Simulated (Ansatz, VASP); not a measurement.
# Fe: VASP beside Ansatz

The input POSCAR:

```
Fe
1.0
    0.0000000000      1.7287231118      1.7287231118
    1.7287231118      0.0000000000      1.7287231118
    1.7287231118      1.7287231118      0.0000000000
Fe
1
Direct
    0.0000000000      0.0000000000      0.0000000000
```

INCAR.step1

```
SYSTEM = Fe
  ALGO = Normal
  EDIFF = 1E-4
  ENCUT = 520
  GGA = PE
  ISMEAR = -1
  LASPH = .True.
  LCHARG = .False.
  LREAL = .False.
  LWAVE = .True.
  NBANDS = 10
  NELM = 60
  PREC = Accurate
  SIGMA = 0.1
```

File INCAR.step2:

```
SYSTEM = Fe
  ALGO = Normal
  EDIFF = 1E-7
  ENCUT = 520
  ISIF = 2
  ISMEAR = -1
  ISTART = 1
  LASPH = .True.
  LCHARG = .True.
  LELF = .True.
  LMIXTAU = .True.
  LREAL = .False.
  LVHAR = .True.
  LWAVE = .False.
  METAGGA = R2SCAN
  NBANDS = 10
  NELM = 60
  PREC = Accurate
  SIGMA = 0.1
```

File KPOINTS:

```
k-points
0
Gamma
  18 18 18
  0 0 0
```

Input for Ansatz:

```yaml
crystal:
  lattice:
    - [0.0, 1.7287231118, 1.7287231118]
    - [1.7287231118, 0.0, 1.7287231118]
    - [1.7287231118, 1.7287231118, 0.0]
  atoms:
    - { symbol: Fe, position: [0.0, 0.0, 0.0] }
hamiltonian:
  xc: r2scan
  pseudopotentials:
    kind: paw
    azcp:
      Fe: "pseudopotentials/Fe.paw.azcp"
basis:
  ecutwfc: 500
  fft_grid_basis: typed
kpoints:
  mp_grid: { grid: [18, 18, 18], shift: [0, 0, 0] }
magnetization:
  spin_polarized: false
scf:
  occupations: { method: fermi_dirac, width: 0.1 }
  lower_state_search: "off"
output:
  stress: true
```

Alike in both runs: task single point; functional r2SCAN; k mesh 18 × 18 × 18; occupations fermi-dirac, width 0.1 eV; no spin polarisation.

|  | VASP | Ansatz |
| --- | --- | --- |
| version | VASP 6.6.1 | Ansatz 0.2.0 |
| potentials or method | VASP PAW PBE potentials, release 64 (Fe) | plane waves (500 eV) with PAW, scalar-relativistic |
| plane-wave cutoff (eV) | 520 | 500 |
| valence electrons in the cell | 8 | 16 |

Ansatz gave:

| Item | Value |
| --- | --- |
| pressure (GPa) | -11.3 |

Problem. Estimate VASP's values.

Solution. Pressure (GPa): -10.7.

The two sets of potentials don't hold the same shells in valence.

Caveats: the PAW data sets were made with another functional, which shifts forces and pressure a little (VASP); the run has no spin polarisation, though such a crystal can be magnetic. Spin polarisation is off, so any magnetic state and its effect on volume and gap are missing.
